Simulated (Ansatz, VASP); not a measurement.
Two plane-wave programs on LiCl

```
CELL_PARAMETERS angstrom
0.00000 2.69041 2.73304
2.69041 0.00000 2.73304
2.69041 2.69041 0.00000
ATOMIC_POSITIONS crystal
Li 0.00000 0.00000 0.00000
Cl 0.25000 0.25000 0.25000
```

Change from the starting cell: biaxial_xy strain -1.6%.

Alike in both runs: task single point; functional PBE; k mesh 8 × 8 × 8; occupations fermi-dirac, width 0.02 eV; no spin polarisation.

```csv
,VASP,Ansatz
version,VASP 6.6.1,Ansatz 0.2.0
potentials or method,"VASP PAW PBE potentials, release 64 (Li_sv, Cl)","plane waves, PAW"
plane-wave cutoff (eV),520,420
valence electrons in the cell,10,10
```

```csv
,VASP,Ansatz,Ansatz less VASP
gap on the k mesh at the Fermi level (eV),6.16,6.15,-0.005
```

 A k mesh can miss the band edges.
